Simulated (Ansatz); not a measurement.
Results of HSE06+SOC (plane waves, PAW; Ansatz, an electronic-structure program) for LaAlO3 (R-3c, No. 167; start mp-2920; structure not from a measured cell).

Input file:

Ansatz 0.2 input:
```yaml
crystal:
  lattice:
    - [2.6766416684, 1.5453597878, 4.3495483781]
    - [-2.6766416684, 1.5453597878, 4.3495483781]
    - [0.0, -3.0907195756, 4.3495483781]
  atoms:
    - { symbol: La, position: [0.25, 0.25, 0.25] }
    - { symbol: La, position: [0.75, 0.75, 0.75] }
    - { symbol: Al, position: [0.0, 0.0, 0.0] }
    - { symbol: Al, position: [0.5, 0.5, 0.5] }
    - { symbol: O, position: [0.7859044534, 0.25, 0.7140955466] }
    - { symbol: O, position: [0.2140955466, 0.75, 0.2859044534] }
    - { symbol: O, position: [0.7140955466, 0.7859044534, 0.25] }
    - { symbol: O, position: [0.2859044534, 0.2140955466, 0.75] }
    - { symbol: O, position: [0.25, 0.7140955466, 0.7859044534] }
    - { symbol: O, position: [0.75, 0.2859044534, 0.2140955466] }
basis:
  ecutwfc: 460
  ecutrho_ratio: 4
  xc_grid: 2
kpoints:
  mp_grid: { grid: [6, 6, 6] }
hamiltonian:
  xc: hse06
  dispersion: none
  pseudopotentials: { kind: paw }
scf:
  occupations: { method: fermi_dirac, width: 0.01 }
  convergence: { dr2_threshold: 0.000000001 }
output:
  forces: true
  stress: true
  eigenvalues: true
magnetization:
  noncollinear: true
  spin_orbit: true
```

Q: How many irreducible k-points, plane waves at Γ does the program set up, and what pressure does the run end with?

A: 32 irreducible k-points, 2421 plane waves at Γ; P = 0.84 GPa, so the cell is compressed on average and its volume would grow at this level.

Output (set-up and result lines):

```
WARN output.stress: scf.exx.energy_threshold = 1e-6 eV is looser than the 1e-7 eV advised for a stress under a hybrid functional (1e-8 eV for each atom of the …
Crystal: 10 atoms, lattice volume = 107.948 Å³
Basis set: ecut = 460 eV, 2421 PW (Γ), exchange–correlation on 80×80×80 points (8 copies of the dense FFT grid, shifted against one another)
Bands: 84, of which v1, the nominal top of the filled ones, is band 64 counted from 1 (63 counted from 0)
Symmetry: 12 space group operations + 12 with time reversal
k-points: 32 of 216
Initial density: superposition of atomic densities (chi_scale 0.1, normalization cell, long waves kept (reshape's long-wave potential 0.00 eV rms))
Crystal: 10 atoms, lattice volume = 107.948 Å³
Initial density: handed on by an earlier stage of this run
Crystal: 10 atoms, lattice volume = 107.948 Å³
SCF 3 converged in 7 iterations: F = -17004.145120 eV  dr2 = 1.94e-10
Crystal: 10 atoms, lattice volume = 107.948 Å³
SCF 4 converged in 2 iterations: F = -17004.145120 eV  dr2 = 9.49e-11
Free energy (F): -17004.145120 eV
Internal energy: -17004.145120 eV  (E = F + TS)
E sigma→0 (E₀):  -17004.145120 eV
Fermi energy:    13.159981 eV
--- Forces (eV/Å), atoms counted from 1 ---
  atom   1  La    -0.00000000     0.00000000     0.00000000
  atom   2  La     0.00000000     0.00000000     0.00000000
  atom   3  Al     0.00000000     0.00000000    -0.00000000
  atom   4  Al     0.00000000     0.00000000    -0.00000000
  atom   5  O     -0.01057475    -0.01831600    -0.00000000
  atom   6  O      0.01057475     0.01831600     0.00000000
  atom   7  O      0.02114949     0.00000000     0.00000000
  atom   8  O     -0.02114949     0.00000000     0.00000000
  atom   9  O     -0.01057475     0.01831600     0.00000000
  atom  10  O      0.01057475    -0.01831600    -0.00000000
--- Stress (GPa, compression-positive) ---
        0.834290       0.000000      -0.000000
        0.000000       0.834290      -0.000000
        0.000000      -0.000000       0.857729
  P = ⅓ Tr σ = 0.8421 GPa (8.421 kbar)
```

The PAW data were made under PBE.

Note: cell and atoms aren't relaxed at this level (largest force component 0.02 eV/Å, pressure 0.8 GPa). Note: this cell isn't known to be the ambient phase, and symmetry holds it in the calculation.

Cost on a shared machine: about 60 core-minutes (a rough figure).

A start named mp-… is a Materials Project structure, which need not be a measured phase.
